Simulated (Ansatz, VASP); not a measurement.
# Bi in VASP and in Ansatz

```
Bi
1.0
     3.08779    0.00000    0.00000
     0.00000    3.08779    0.00000
     0.00000    0.00000    3.08779
Bi
1
Direct
  0.00000 0.00000 0.00000
```

Alike in both runs: task single point; functional PBEsol; k mesh 11 × 11 × 11; occupations fermi-dirac, width 0.1 eV; no spin polarisation.

```csv
,VASP,Ansatz
version,VASP 6.6.1,Ansatz 0.2.0
potentials or method,"VASP PAW PBE potentials, release 64 (Bi_d)","plane waves (420 eV) with PAW, scalar-relativistic"
plane-wave cutoff (eV),520,420
valence electrons in the cell,15,15
```

```csv
,VASP,Ansatz,Ansatz less VASP
pressure (GPa),9.3,9.4,+0.05
```

With one functional, cell and mesh, what is left measures potentials, basis and numerics. Ansatz warned: «pseudo_functional_mismatch».

Caveats: the PAW data sets were made with another functional, which shifts forces and pressure a little (VASP).
